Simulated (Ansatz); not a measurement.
Set up this calculation in Ansatz 0.2.0, as the native input.

| Property | Result |
| --- | --- |
| Task | single point |
| Functional | PBE |
| Potentials or basis | Ansatz PAW |
| Cutoff | 800 eV |
| Density cutoff | 3200 eV |
| k mesh | 8 × 8 × 6 |
| Occupations | fermi-dirac, width 0.05 eV |
| Spin | no spin polarisation |

Crystal: P.

```
P
1.0
     1.64774   -5.46504    0.00000
     1.64774    5.46504    0.00000
     0.00000    0.00000    4.54364
P
4
Direct
  0.90414 0.09586 0.58882
  0.09586 0.90414 0.41118
  0.59586 0.40414 0.08882
  0.40414 0.59586 0.91118
```

The input as run:

input.yaml

```yaml
crystal:
  lattice:
    - [1.6477431241, -5.4650377251, 0.0]
    - [1.6477431241, 5.4650377251, 0.0]
    - [0.0, 0.0, 4.54363559]
  atoms:
    - { symbol: P, position: [0.90414313, 0.09585687, 0.58881517] }
    - { symbol: P, position: [0.09585687, 0.90414313, 0.41118483] }
    - { symbol: P, position: [0.59585687, 0.40414313, 0.08881517] }
    - { symbol: P, position: [0.40414313, 0.59585687, 0.91118483] }
hamiltonian:
  xc: pbe
  pseudopotentials: { kind: paw }
kpoints:
  mp_grid: { grid: [8, 8, 6] }
scf:
  occupations: { method: fermi_dirac, width: 0.05 }
basis:
  ecutwfc: "800 eV"
output:
  forces: true
  stress: true
  eigenvalues: true
  write_density: true
  write_potential: true
  elf: true
  volumetric_format: npy
```

Potentials or basis: Ansatz PAW.

Command:

```sh
$ ansatz run input.yaml --threads 2 --pin off --max-ram 5120MiB --backend cpu --events-out ev --progress --plain --runs-dir out
```

Results of the run:

```yaml
Pressure: 2.0 GPa
Largest_force: 0.338 eV/Å
Band_gap_on_the_k_mesh: 0.10 eV, direct
```

It took 24 s on 2 threads of AMD EPYC (Zen 3), on a shared host, peak memory 0.6 GiB.
